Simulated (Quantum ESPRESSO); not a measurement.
# SnTe and the effect of the choice of potentials or basis

The cell as given:

```cif
data_structure
_symmetry_space_group_name_H-M 'F-43m'
_symmetry_Int_Tables_number 216
_cell_length_a 7.2223
_cell_length_b 7.2223
_cell_length_c 7.2223
_cell_angle_alpha 90.000
_cell_angle_beta 90.000
_cell_angle_gamma 90.000
_cell_volume 376.73
loop_
_atom_site_label
_atom_site_type_symbol
_atom_site_symmetry_multiplicity
_atom_site_Wyckoff_symbol
_atom_site_fract_x
_atom_site_fract_y
_atom_site_fract_z
_atom_site_occupancy
Te1 Te 4 d 0.25000 0.25000 0.75000 1
Sn1 Sn 4 a 0.00000 0.00000 0.00000 1
```

Measurements of this composition are mostly on another form, of space group No. 225.

Kept alike: task relaxation of cell and atoms; functional PBEsol; k mesh 7 × 7 × 7; occupations fermi-dirac, width 0.05 eV; no spin polarisation. Program: Quantum ESPRESSO. Cutoffs run from 925 to 1388 eV. The mesh is that of the run's cell of 2 atoms. No spin-orbit coupling.

| choice of potentials or basis | volume (Å³/atom) |
| --- | --- |
| GBRV 1.5 PBEsol | 44.129 |
| PseudoDojo 0.4 SR PBEsol stringent | 44.605 |
| PseudoDojo 0.4.1 SR PBEsol standard | 44.469 |

The relaxations keep at least the cell's symmetry (F-43m). Relaxations stop with a little pressure left, so the last digits of a volume or edge aren't settled.

Task: What does the choice of potentials or basis change here?

Result: The volume runs from 44.129 (GBRV 1.5 PBEsol) to 44.605 Å³/atom (PseudoDojo 0.4 SR PBEsol stringent).
